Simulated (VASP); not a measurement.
A run of VASP 6.6.1:

INCAR

```
ALGO = Fast
EDIFF = 1E-6
ENCUT = 520
GGA = PE
ISIF = 2
ISMEAR = -1
IVDW = 1
LASPH = True
LCHARG = False
LREAL = False
LWAVE = False
NELM = 60
PREC = Accurate
SIGMA = 0.05
```

KPOINTS

```
k-points
0
Gamma
  16 16 4
```

Contents of POSCAR:

```
C
1.0
    2.4610000000      0.0000000000      0.0000000000
   -1.2305000000      2.1312885187      0.0000000000
    0.0000000000      0.0000000000      6.1713600000
C
4
Direct
    0.0000000000      0.0000000000      0.2500000000
    0.3333333333      0.6666666667      0.2500000000
    0.0000000000      0.0000000000      0.7500000000
    0.6666666667      0.3333333333      0.7500000000
```

Potentials or basis: VASP PAW PBE potentials, release 64 (C).

Run with:

```bash
$ cat potpaw_PBE.64/C/POTCAR > POTCAR
$ mpirun -np 1 vasp_std > vasp.out
```

Hardware: 1 thread of Intel(R) Xeon(R) 6975P-C (Granite Rapids) (shared host).

Task: How long does it take, and how much memory?

Result: Wall time 21 s on 1 thread of Intel(R) Xeon(R) 6975P-C (Granite Rapids), with other jobs on the host, peak memory 0.15 GiB. Counts: scf iterations 22, k points 90.
